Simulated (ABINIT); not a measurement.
Wanted: the native input for an ABINIT 10.8.3 (patched build) run.

```yaml
Task: single point
Functional: PBEsol
Potentials_or_basis: PseudoDojo NC SR PBEsol v0.4.1 standard
Cutoff: 1170 eV
k_mesh: 8 × 8 × 5
Occupations: fermi-dirac, width 0.05 eV
Spin: no spin polarisation
```

The system is PtSe2 (Sudovikovite).

```
Pt Se
1.0
     3.72400    0.00000    0.00000
    -1.86200    3.22508    0.00000
     0.00000    0.00000    5.06200
Pt Se
1 2
Direct
  0.00000 0.00000 0.00000
  0.66667 0.33333 0.75000
  0.33333 0.66667 0.25000
```

One way to write it, as run:

run.abi

```
# Pseudopotentials
pp_dirpath "./"
pseudos "Pt.upf, Se.upf"

# Structure
acell 3*1.0 Angstrom
rprim
     3.7240000000     0.0000000000     0.0000000000
    -1.8620000000     3.2250786037     0.0000000000
     0.0000000000     0.0000000000     5.0620000000
ntypat 2
znucl 78 34
natom 3
typat 1 2 2
xcart
     0.0000000000     0.0000000000     0.0000000000
     3.5186700444     2.0315050969     7.1743452321
    -0.0000000004     4.0630101945     2.3914484107

# Plane-wave basis
ecut 43.0

# k points
kptopt 1
ngkpt 8 8 5
nshiftk 1
shiftk 0.0 0.0 0.0

# Exchange and correlation
ixc -116133

# Bands and occupations
nband 30
occopt 3
tsmear 0.00183747

# SCF cycle
nstep 100
tolvrs 1.0e-10

# Output
iomode 3
prtwf 0
prteig 0
prtebands 0
enunit 2
prtden 1
prtvha 1
prtvclmb 1
prtpot 1
prtelf 1
```

Potentials or basis: PseudoDojo NC SR PBEsol v0.4.1 standard.

Command:

```sh
$ abinit run.abi > log 2>&1
```

Results of the run:

| Property | Result |
| --- | --- |
| Pressure | 2.0 GPa |
| Largest force | 0.334 eV/Å |
| Band gap on the k mesh | none (metal or under the smearing width) |
| Valence electrons inside the program's atomic spheres | Pt 14.49; Se 13.20 |

Wall time 3.6 min on 1 thread of Intel(R) Xeon(R) 6975P-C (Granite Rapids) (shared host), peak memory 0.19 GiB.
